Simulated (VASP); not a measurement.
GaAs: single point with TB-mBJ

The system is GaAs.

```xyz
2
Lattice="0.0000 2.8452 2.8452 2.8452 0.0000 2.8452 2.8452 2.8452 0.0000" Properties=species:S:1:pos:R:3 pbc="T T T"
Ga    0.0000    0.0000    0.0000
As    1.4226    1.4226    1.4226
```

The cell was built by a generator and isn't the measured one.

| Quantity | Value |
| --- | --- |
| Program | VASP 6.6.1 |
| Task | single point |
| Functional | TB-mBJ |
| Potentials or basis | VASP PAW PBE potentials, release 64 (Ga_d, As) |
| Cutoff | 520 eV |
| k mesh | 8 × 8 × 8 |
| Occupations | gaussian, width 0.02 eV |
| Spin | non-collinear spin, zero start, spin-orbit coupling |
| Starting moments | [[0.0, 0.0, 0.0], [0.0, 0.0, 0.0]] μB |

* Net moment: 0.00 μB per cell
* Valence electrons inside the program's atomic spheres: Ga 11.41; As 2.94

Moments on the atoms (μB; x, y, z):
```
Ga  0.00 0.00 0.00
As  0.00 0.00 0.00
```

It took 7.5 min on 1 thread of Intel(R) Xeon(R) 6975P-C (Granite Rapids), with other jobs on the host, peak memory 0.36 GiB.
